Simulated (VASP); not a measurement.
A run of VASP 6.6.1:

File INCAR:

```
SYSTEM = Os
ALGO = Fast ; EDIFF = 1E-6
ENCUT = 520 ; GGA = PE
ISIF = 2 ; ISMEAR = -1
LASPH = .TRUE. ; LCHARG = .FALSE.
LREAL = .FALSE. ; LWAVE = .FALSE.
NBANDS = 10 ; NELM = 100
PREC = Accurate ; SIGMA = 0.05
```

Contents of KPOINTS:

```
k-points
0
G
  12 12 12
  0 0 0
```

The input POSCAR:

```
Os
1.0
    0.0000000000      1.9187129938      1.9187129938
    1.9187129938      0.0000000000      1.9187129938
    1.9187129938      1.9187129938      0.0000000000
Os
1
Direct
    0.0000000000      0.0000000000      0.0000000000
```

Potentials or basis: VASP PAW PBE potentials, release 64 (Os).

The run is started by

```sh
$ cat potpaw_PBE.64/Os/POTCAR > POTCAR
$ mpirun -np 1 vasp_std > vasp.out
```

Hardware: 1 thread of Intel(R) Xeon(R) 6975P-C (Granite Rapids) (shared host).

**Question.** Estimate the wall time of this run.

**Answer.** Wall time 4.4 s on 1 thread of Intel(R) Xeon(R) 6975P-C (Granite Rapids), on a shared host, peak memory 0.13 GiB. Counts: scf iterations 12, k points 72.
